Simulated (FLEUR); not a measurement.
# ZnS (Wurtzite-2H) (P6_3mc) in FLEUR: notebook

One crystal, ZnS (Wurtzite-2H), is run at these levels: PBEsol; tasks: equation of state.

All numbers are computed with FLEUR MaX-R8.1 (later development tree); they aren't measurements. Logs are shortened: lines on timing, memory, paths and dates and some standing lists are left out, and cuts for length are marked.

**1. Starting point**

The structure is hexagonal, space group P6_3mc (No. 186). Conventional cell: a = 3.811 Å, b = 3.811 Å, c = 6.234 Å, α = 90.00°, β = 90.00°, γ = 120.00°. Zn (site symmetry 3m) has 4 S at 2.31 to 2.40 Å as nearest neighbours. S (site symmetry 3m) has 4 Zn at 2.31 to 2.40 Å as nearest neighbours.

**2. Equation of state, PBEsol, 18.43 Å³/atom (volume scaled by 0.94)**

Input file inp.xml:

```xml
<?xml version="1.0" encoding="UTF-8" standalone="no"?>
<fleurInput fleurInputVersion="0.39">
   <comment>
      ZnS                                                                                                 
   </comment>
   <calculationSetup>
      <cutoffs Kmax="5.33" Gmax="16.5" GmaxXC="16.5" numbands="0"/>
      <scfLoop itmax="60" minDistance="0.00001" maxIterBroyd="15" imix="Anderson" alpha="0.05" precondParam="0.0" spinf="2.0" sdNocoIR="T"/>
      <coreElectrons ctail="T" frcor="F" kcrel="0" coretail_lmax="0"/>
      <xcFunctional name="PBEs" relativisticCorrections="F"/>
      <magnetism jspins="1"/>
      <soc l_soc="F" theta="0.0" phi="0.0" spav="F"/>
      <expertModes spex="0" secvar="F"/>
      <geometryOptimization l_f="F" forcealpha="1.0" forcemix="BFGS" epsdisp="0.00001" epsforce="0.00001"/>
      <ldaU l_linMix="F" mixParam="0.05" spinf="1.0"/>
   </calculationSetup>
   <cell>
      <bzIntegration valenceElectrons="52.0" mode="hist" fermiSmearingEnergy="0.00183747">
         <kPointListSelection listName="default-1"/>
         <!-- k-points included here -->
         <xi:include xmlns:xi="http://www.w3.org/2001/XInclude" href="kpts.xml"> </xi:include>
      </bzIntegration>
      <!-- symmetry operations included here -->
      <xi:include xmlns:xi="http://www.w3.org/2001/XInclude" href="sym.xml"> </xi:include>
      <bulkLattice scale="0.9795861087">
         <bravaisMatrix>
            <row-1>    7.2017462608505998     0.0000000000000000     0.0000000000000000</row-1>
            <row-2>   -3.6008731304252999     6.2368952134637015     0.0000000000000000</row-2>
            <row-3>    0.0000000000000000     0.0000000000000000    11.7805526607563991</row-3>
         </bravaisMatrix>
      </bulkLattice>
   </cell>
   <atomSpecies>
      <species name="Zinc (Zn)" element="Zn" atomicNumber="30">
         <mtSphere radius="2.09" gridPoints="711" logIncrement="0.017"/>
         <atomicCutoffs lmax="9" lnonsphr="9"/>
         <electronConfig flipSpins="F">
            <coreConfig>(1s1/2) (2s1/2) (2p1/2) (2p3/2)</coreConfig>
            <valenceConfig>(3s1/2) (3p1/2) (3p3/2) (4s1/2) (3d3/2) (3d5/2)</valenceConfig>
         </electronConfig>
         <energyParameters s="4" p="4" d="3" f="4"/>
         <lo type="SCLO" l="0" n="3" eDeriv="0"/>
         <lo type="SCLO" l="1" n="3" eDeriv="0"/>
         <lo type="SCLO" l="1" n="3" eDeriv="1"/>
         <lo type="HELO" l="2" n="4" eDeriv="0"/>
         <lo type="HELO" l="2" n="4" eDeriv="1"/>
         <lo type="SCLO" l="3" n="4" eDeriv="2"/>
      </species>
      <species name="Sulfur (S)" element="S" atomicNumber="16">
         <mtSphere radius="1.84" gridPoints="629" logIncrement="0.018"/>
         <atomicCutoffs lmax="8" lnonsphr="8"/>
         <electronConfig flipSpins="F">
            <coreConfig>(1s1/2) (2s1/2) (2p1/2) (2p3/2)</coreConfig>
            <valenceConfig>(3s1/2) (3p1/2) (3p3/2)</valenceConfig>
            <stateOccupation state="(3p1/2)" spinUp="0.666667" spinDown="0.666667"/>
            <stateOccupation state="(3p3/2)" spinUp="1.333333" spinDown="1.333333"/>
         </electronConfig>
         <energyParameters s="3" p="3" d="3" f="4"/>
         <lo type="SCLO" l="0" n="3" eDeriv="2"/>
         <lo type="SCLO" l="1" n="3" eDeriv="2"/>
         <lo type="SCLO" l="2" n="3" eDeriv="2"/>
         <lo type="SCLO" l="3" n="4" eDeriv="2"/>
      </species>
   </atomSpecies>
   <atomGroups>
      <atomGroup species="Zinc (Zn)">
         <relPos label="                   1">-1.000/3.000 1.000/3.000 1.000/2.000</relPos>
         <relPos label="                   2">1.000/3.000 -1.000/3.000 .0000000000</relPos>
         <force calculate="T" relaxXYZ="TTT"/>
      </atomGroup>
      <atomGroup species="Sulfur (S)">
         <relPos label="                   3">-1.000/3.000 1.000/3.000 -.1150000000</relPos>
         <relPos label="                   4">1.000/3.000 -1.000/3.000 .3850000000</relPos>
         <force calculate="T" relaxXYZ="TTT"/>
      </atomGroup>
   </atomGroups>
   <output dos="F" band="F" slice="F">
      <checks vchk="F" cdinf="F"/>
      <bandDOS minEnergy="-.5*Htr" maxEnergy="0.5*Htr" sigma="0.015" storeEVData="T"/>
      <vacuumDOS vacdos="F" integ="F" star="F" nstars="0" locx1="0.0" locy1="0.0" locx2="0.0" locy2="0.0" nstm="0" tworkf="0.0"/>
      <unfoldingBand unfoldBand="F" supercellX="1" supercellY="1" supercellZ="1"/>
      <plotting iplot="0" polar="F">
         <plot TwoD="T" vec1="  1.0  0.0  0.0" vec2="  0.0  1.0  0.0" vec3="  0.0  0.0  1.0" zero="  0.0  0.0  0.0" file="plot"/>
      </plotting>
      <chargeDensitySlicing numkpt="0" minEigenval="0.0" maxEigenval="0.0" nnne="0" pallst="F"/>
      <specialOutput eonly="F"/>
      <moessbauerParams electricFieldGradient="T" isomerShift="T" coreHyperfine="T" valenceHyperfine="T"/>
      <magneticCircularDichroism mcd="F" energyLo="-10.0" energyUp="0.0"/>
   </output>
  <!-- We include the file relax.xml here to enable relaxations (see documentation) -->
  <xi:include xmlns:xi="http://www.w3.org/2001/XInclude" href="relax.xml"> <xi:fallback/> </xi:include>
</fleurInput>
```

Potentials or basis: all-electron, FLAPW.

On the command line:

```bash
> inpgen -f crystal.txt -profile fastHighL
> # inp.xml edited to the form shown
> mpirun -n 4 fleur_MPI -pe_per_kpt 1
```

What it wrote:

```text
Welcome to FLEUR        (www.flapw.de)
      MaX-Release 8.1          (www.max-centre.eu)

 ========== k-point set info ==========
 Selected k-point list: default-1
 k-point list type: mesh
 8 x 8 x 5
 Number of k points: 30

 ------------Calculation Setup---------------------------
 Number of MPI-tasks      :            4
 Number of PE/node        :            4
 Number of OMP-threads    :            1
 Using exactly            1  PE per kpt
 k-points in parallel     :            4
 pe's per k-point         :            1
 No of k-point loops      :            7
 Info/Warning             : your k-point parallelism is not fully load-balanced
 Using exactly            1  PE per kpt
 Using exactly            1  PE per kpt
 Using exactly            1  PE per kpt
 Eigenvalue solver        :       lapack
 Number of basis functions:         1455
 Approximate size of matrices (H+S) per k-point:         0.063 GB
 --------------------------------------------------------
 Iteration:     1   Distance:       9.79316761 me/bohr^3
 Iteration:     2   Distance:       8.46018350 me/bohr^3
 Iteration:     3   Distance:       5.03305755 me/bohr^3
 Iteration:     4   Distance:       2.71440879 me/bohr^3
 Iteration:     5   Distance:       2.36866972 me/bohr^3
 Iteration:     6   Distance:       0.42007277 me/bohr^3
 Iteration:     7   Distance:       0.39405692 me/bohr^3
 Iteration:     8   Distance:       0.03168354 me/bohr^3
 Iteration:     9   Distance:       0.02760250 me/bohr^3
 Iteration:    10   Distance:       0.00402598 me/bohr^3
 Iteration:    11   Distance:       0.00078239 me/bohr^3
 Iteration:    12   Distance:       0.00074129 me/bohr^3
 Iteration:    13   Distance:       0.00013242 me/bohr^3
 Iteration:    14   Distance:       0.00002911 me/bohr^3
 Iteration:    15   Distance:       0.00002007 me/bohr^3
 Iteration:    16   Distance:       0.00001881 me/bohr^3
 Iteration:    17   Distance:       0.00000972 me/bohr^3

 ********************************************************************
 Run finished successfully
 Stop message:
   all done
 ********************************************************************
```

Wall time 3.5 min (4 MPI ranks of Intel Xeon Platinum 8488C (Sapphire Rapids), shared host).

What came out:

| Quantity | Value |
| --- | --- |
| Free energy | -119367.7246 eV |
| Band gap on the k mesh | 2.40 eV, direct |
| Valence electrons inside the program's atomic spheres | Zn 18.38; S 3.39 (radii Zn 2.09, S 1.84 bohr) |

**3. Equation of state, PBEsol, 18.82 Å³/atom (volume scaled by 0.96)**

inp.xml, as its differences from that of step 2:

```diff
@@ -24,3 +24,3 @@
       <xi:include xmlns:xi="http://www.w3.org/2001/XInclude" href="sym.xml"> </xi:include>
-      <bulkLattice scale="0.9795861087">
+      <bulkLattice scale="0.9864848297">
          <bravaisMatrix>
```

Potentials or basis: all-electron, FLAPW.

On the command line:

```bash
> inpgen -f crystal.txt -profile fastHighL
> # inp.xml edited to the form shown
> mpirun -n 4 fleur_MPI -pe_per_kpt 1
```

It took 4 min on 4 MPI ranks of Intel Xeon Platinum 8488C (Sapphire Rapids), shared host.

It converged, with:

```yaml
Free_energy: -119367.7531 eV
Band_gap_on_the_k_mesh: 2.31 eV, direct
Valence_electrons_inside_the_program's_atomic_spheres: Zn 18.36; S 3.38 (radii Zn 2.09, S 1.84 bohr)
```

**4. Equation of state, PBEsol, 19.21 Å³/atom (volume scaled by 0.98)**

inp.xml, as its differences from that of step 3:

```diff
@@ -24,3 +24,3 @@
       <xi:include xmlns:xi="http://www.w3.org/2001/XInclude" href="sym.xml"> </xi:include>
-      <bulkLattice scale="0.9864848297">
+      <bulkLattice scale="0.9932883884">
          <bravaisMatrix>
```

On the command line:

```bash
> inpgen -f crystal.txt -profile fastHighL
> # inp.xml edited to the form shown
> mpirun -n 4 fleur_MPI -pe_per_kpt 1
```

It took 4.1 min on 4 MPI ranks of Intel Xeon Platinum 8488C (Sapphire Rapids), shared host.

Results (log left out):

```yaml
Free_energy: -119367.7638 eV
Band_gap_on_the_k_mesh: 2.21 eV, direct
Valence_electrons_inside_the_program's_atomic_spheres: Zn 18.34; S 3.37 (radii Zn 2.09, S 1.84 bohr)
```

**5. Equation of state, PBEsol, 19.60 Å³/atom**

inp.xml, as its differences from that of step 4:

```diff
@@ -24,3 +24,3 @@
       <xi:include xmlns:xi="http://www.w3.org/2001/XInclude" href="sym.xml"> </xi:include>
-      <bulkLattice scale="0.9932883884">
+      <bulkLattice scale="1.0000000000">
          <bravaisMatrix>
```

On the command line:

```bash
> inpgen -f crystal.txt -profile fastHighL
> # inp.xml edited to the form shown
> mpirun -n 4 fleur_MPI -pe_per_kpt 1
```

Run time: 4.3 min. Hardware: 4 MPI ranks of Intel Xeon Platinum 8488C (Sapphire Rapids), shared host.

The run converged. Its results:

| Quantity | Value |
| --- | --- |
| Free energy | -119367.7587 eV |
| Band gap on the k mesh | 2.11 eV, direct |
| Valence electrons inside the program's atomic spheres | Zn 18.32; S 3.36 (radii Zn 2.09, S 1.84 bohr) |

**6. Equation of state, PBEsol, 19.99 Å³/atom (volume scaled by 1.02)**

inp.xml, as its differences from that of step 5:

```diff
@@ -24,3 +24,3 @@
       <xi:include xmlns:xi="http://www.w3.org/2001/XInclude" href="sym.xml"> </xi:include>
-      <bulkLattice scale="1.0000000000">
+      <bulkLattice scale="1.0066227096">
          <bravaisMatrix>
```

Potentials or basis: all-electron, FLAPW.

On the command line:

```bash
> inpgen -f crystal.txt -profile fastHighL
> # inp.xml edited to the form shown
> mpirun -n 4 fleur_MPI -pe_per_kpt 1
```

Run time: 4.6 min. Hardware: 4 MPI ranks of Intel Xeon Platinum 8488C (Sapphire Rapids), shared host.

Results (log left out):

```
Free energy                                           : -119367.7393 eV
Band gap on the k mesh                                : 2.02 eV, direct
Valence electrons inside the program's atomic spheres : Zn 18.31; S 3.35 (radii Zn 2.09, S 1.84 bohr)
```

**7. Equation of state, PBEsol, 20.39 Å³/atom (volume scaled by 1.04)**

inp.xml, as its differences from that of step 6:

```diff
@@ -24,3 +24,3 @@
       <xi:include xmlns:xi="http://www.w3.org/2001/XInclude" href="sym.xml"> </xi:include>
-      <bulkLattice scale="1.0066227096">
+      <bulkLattice scale="1.0131594038">
          <bravaisMatrix>
```

On the command line:

```bash
> inpgen -f crystal.txt -profile fastHighL
> # inp.xml edited to the form shown
> mpirun -n 4 fleur_MPI -pe_per_kpt 1
```

It took 4.8 min on 4 MPI ranks of Intel Xeon Platinum 8488C (Sapphire Rapids), shared host.

The run converged. Its results:

```
Free energy                                           : -119367.7072 eV
Band gap on the k mesh                                : 1.93 eV, direct
Valence electrons inside the program's atomic spheres : Zn 18.30; S 3.34 (radii Zn 2.09, S 1.84 bohr)
```

**8. Equation of state, PBEsol, 20.78 Å³/atom (volume scaled by 1.06)**

inp.xml, as its differences from that of step 7:

```diff
@@ -24,3 +24,3 @@
       <xi:include xmlns:xi="http://www.w3.org/2001/XInclude" href="sym.xml"> </xi:include>
-      <bulkLattice scale="1.0131594038">
+      <bulkLattice scale="1.0196128224">
          <bravaisMatrix>
```

On the command line:

```bash
> inpgen -f crystal.txt -profile fastHighL
> # inp.xml edited to the form shown
> mpirun -n 4 fleur_MPI -pe_per_kpt 1
```

It took 5.3 min on 4 MPI ranks of Intel Xeon Platinum 8488C (Sapphire Rapids), shared host.

Results (log left out):

- Free energy: -119367.6638 eV
- Band gap on the k mesh: 1.85 eV, direct
- Valence electrons inside the program's atomic spheres: Zn 18.28; S 3.33 (radii Zn 2.09, S 1.84 bohr)

**9. Equation of state, PBEsol**

Potentials or basis: all-electron, FLAPW.

This step only gathers the single runs of the series.

What came out:

* Equilibrium volume: 19.27 Å³/atom
* Bulk modulus at fixed shape and positions: 78 GPa
* Pressure derivative of the bulk modulus: 4.5

Energy against volume, from the lowest point:
| volume (Å³/atom) | energy (meV/atom) |
| --- | --- |
| 18.427 | 9.80 |
| 18.819 | 2.68 |
| 19.211 | 0.00 |
| 19.603 | 1.29 |
| 19.995 | 6.13 |
| 20.387 | 14.15 |
| 20.779 | 25.02 |

Caveat: the cell was scaled at fixed shape and fractional positions, which overstates the stiffness of a crystal with free parameters, most of all of layers and chains.
